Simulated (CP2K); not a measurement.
Crystal: Sb.

```
Sb
1.0
     3.12240    0.00000    0.00000
     0.00000    4.34752    0.00000
    -0.03891    0.00000    4.40585
Sb
2
Direct
  0.01139 0.25000 0.24117
  0.98861 0.75000 0.75883
```

This isn't the form of Sb at room conditions, which is rhombohedral.

Base run:

- Program: CP2K 2026.2
- Functional: r2SCAN
- Potentials or basis: POTENTIAL_UZH Sb GTH-SCAN-q5; TZVP-MOLOPT-SCAN-GTH basis
- Density cutoff: 9184 eV
- k mesh: 9 × 6 × 6
- Occupations: fermi-dirac, width 0.1 eV
- Spin: no spin polarisation

Its results: band gap on the k mesh none (metal or under the smearing width); pressure -1.5 GPa; largest force 0.051 eV/Å.

Task: The run is repeated on the same cell with these changes: functional from r2SCAN to TASK; occupations from fermi-dirac, width 0.1 eV to fermi-dirac, width 0.01 eV. What comes out?

Result: Band gap on the k mesh none (metal or under the smearing width); pressure 0.0 GPa; largest force 0.122 eV/Å.

Caveats: the basis of atomic orbitals isn't converged, which shifts pressures, moduli and gaps; the potentials were made for another functional, which shifts forces and pressure (some runs).

Not every run made on this cell is shown here.
